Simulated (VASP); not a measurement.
Wanted: the native input for a VASP 6.6.1 run.

```yaml
Task: single point
Functional: PBEsol
Potentials_or_basis: VASP PAW PBE potentials, release 64 (Hf_pv, O)
Cutoff: 450 eV
k_mesh: 2 × 3 × 3
Occupations: gaussian, width 0.03 eV
Spin: collinear spin, ferromagnetic start
Starting_moments: "[0.0, 0.0, 0.0, 0.0, 0.0, 0.0, 0.0, 0.0, 0.29, 0.29, 0.0, 0.29, 0.0, 0.29, 0.0, 0.29, 0.0, 0.29, 0.0, 0.0, 0.0, 0.0, 0.29] μB"
Dq: 0
Further_INCAR_settings: LREAL = Auto; ALGO = All; EDIFF = 1e-05; NBANDS = 104; ISYM = 0
```

The structure of Hf7O16 (a cell with a defect) lies in POSCAR:

```
Hf7O16
1.0
   10.2360000000      0.0000000000      0.0000000000
    5.1180000000      5.1857000000      0.0000000000
    4.2593400000      0.0000000000      5.2138700000
Hf O
7 16
Direct
    0.5139000000      0.0397000000      0.2080000000
    0.9464000000      0.5397000000      0.2920000000
    0.4464000000      0.5397000000      0.2920000000
    0.4861000000      0.9603000000      0.7920000000
    0.9861000000      0.9603000000      0.7920000000
    0.5536000000      0.4603000000      0.7080000000
    0.0536000000      0.4603000000      0.7080000000
    0.6052500000      0.7581000000      0.4801000000
    0.1052500000      0.7581000000      0.4801000000
    0.1366500000      0.2581000000      0.0199000000
    0.6366500000      0.2581000000      0.0199000000
    0.8947500000      0.2419000000      0.5199000000
    0.3947500000      0.2419000000      0.5199000000
    0.3633500000      0.7419000000      0.9801000000
    0.8633500000      0.7419000000      0.9801000000
    0.6979500000      0.3316000000      0.3467000000
    0.1979500000      0.3316000000      0.3467000000
    0.9704500000      0.8316000000      0.1533000000
    0.4704500000      0.8316000000      0.1533000000
    0.8020500000      0.6684000000      0.6533000000
    0.3020500000      0.6684000000      0.6533000000
    0.5295500000      0.1684000000      0.8467000000
    0.0295500000      0.1684000000      0.8467000000
```

These files were run (other wordings do the same):

INCAR

```
SYSTEM = Hf7O16
ALGO = All ; EDIFF = 1E-5
ENCUT = 450 ; GGA = PS
ISIF = 2 ; ISMEAR = 0
ISPIN = 2 ; ISYM = 0
KPAR = 4 ; LASPH = .TRUE.
LCHARG = .FALSE. ; LMAXMIX = 4
LORBIT = 11 ; LREAL = Auto
LWAVE = .FALSE. ; MAGMOM = 0 0 0 0 0 0 0 0 0.29 0.29 0 0.29 0 0.29 0 0.29 0 0.29 0 0 0 0 0.29
NBANDS = 104 ; NELM = 120
PREC = Accurate ; SIGMA = 0.03
```

KPOINTS

```
k-points
0
G
  2 3 3
  0 0 0
```

Potentials or basis: VASP PAW PBE potentials, release 64 (Hf_pv, O).

Run with:

```bash
$ cat potpaw_PBE.64/Hf_pv/POTCAR potpaw_PBE.64/O/POTCAR > POTCAR
$ mpirun -np 4 vasp_std > vasp.out
```

It gave:

```yaml
Largest_force: 1.520 eV/Å
Band_gap_on_the_k_mesh: none (metal or under the smearing width)
Net_moment: 4.00 μB per cell
Site_moments: Hf -0.00, -0.01, -0.02, -0.03; O +0.03, +0.39, +0.34, +0.06, +0.36, +0.04, +0.26, +0.08, +0.53, +0.50, +0.07, +0.11, +0.49 μB
Valence_electrons_inside_the_program's_atomic_spheres: Hf 8.45, 8.44, 8.43; O 5.08, 4.93, 4.96, 4.97, 5.07, 4.90, 5.09, 4.91
```

Caveat: the k mesh is coarse (spacing up to 0.50 Å⁻¹), so the values aren't converged; the PAW data sets were made with another functional, which shifts forces and pressure a little.

It took 8.7 min on 4 MPI ranks on Intel(R) Xeon(R) Platinum 8488C (Sapphire Rapids) (shared host), peak memory 1.1 GiB a rank.
